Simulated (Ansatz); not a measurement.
# Comparing structures of TiH

Level of theory: Ansatz 0.2.0, DFT r2SCAN, scalar-relativistic, plane waves, PAW. All cells share a 500 eV cutoff and Γ-centred k meshes spaced at most 0.3 Å⁻¹ (0.19 for metals, 2π included).

These are static lattice energies at zero pressure. Only the structures computed here compete, so a lower one can exist. The k mesh leaves about 4 meV/atom of noise in metals.  Against the elements the lowest lies at -0.42 eV/atom.

4 of the 5 relaxed structures, chosen for unlike contacts. Contacts of a pair count up to 1.25 times its shortest distance.

```csv
cell,type or group,contacts,shortest Ti–H (Å),V (Å³/atom),gap on mesh (eV),ΔE (meV/atom)
A,tungsten carbide,Ti: 8 Ti + 6 H; H: 6 Ti,2.11,9.32,0.00,264
B,caesium chloride,Ti: 6 Ti + 8 H; H: 8 Ti,2.30,9.33,0.00,633
C,cooperite (Ti on Pt sites),Ti: 12 Ti + 4 H; H: 4 Ti,1.86,9.90,0.00,0
D,rock salt,Ti: 12 Ti + 6 H; H: 6 Ti,2.09,9.09,0.00,56
```

Q: With H = E + PV at fixed volumes, which structure takes over first under pressure?

A: Enthalpies over C in meV/atom, with 1 GPa Å³ = 6.24 meV:

| P (GPa) | D | A | B |
| --- | --- | --- | --- |
| 0 | 56 | 264 | 633 |
| 6 | 26 | 242 | 611 |
| 18 | -34 | 199 | 569 |

D (rock salt) crosses zero first, at 56 / (6.24 × 0.81) = 11 GPa. This holds only while the pressure stays small beside the bulk moduli; compression, and phases that weren't computed, would shift it.